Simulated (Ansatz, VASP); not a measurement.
# Two plane-wave programs on V

```
CELL_PARAMETERS angstrom
-1.49848 1.49848 1.49848
1.49848 -1.49848 1.49848
1.49848 1.49848 -1.49848
ATOMIC_POSITIONS crystal
V 0.00000 0.00000 0.00000
```

Alike in both runs: functional PBE; k mesh 21 × 21 × 21; occupations fermi-dirac, width 0.05 eV; no spin polarisation.

Ansatz relaxed the structure, and its values are those at the end. VASP's run is a single point on that final structure, the one shown.

|  | VASP | Ansatz |
| --- | --- | --- |
| version | VASP 6.6.1 | Ansatz 0.2.0 |
| potentials or method | VASP PAW PBE potentials, release 64 (V_sv) | PAW with Ansatz's default frozen-core files, scalar-relativistic |
| plane-wave cutoff (eV) | 520 | 420 |
| valence electrons in the cell | 13 | 13 |

```csv
,VASP,Ansatz,Ansatz less VASP
pressure (GPa),0.2,0.0,-0.22
```
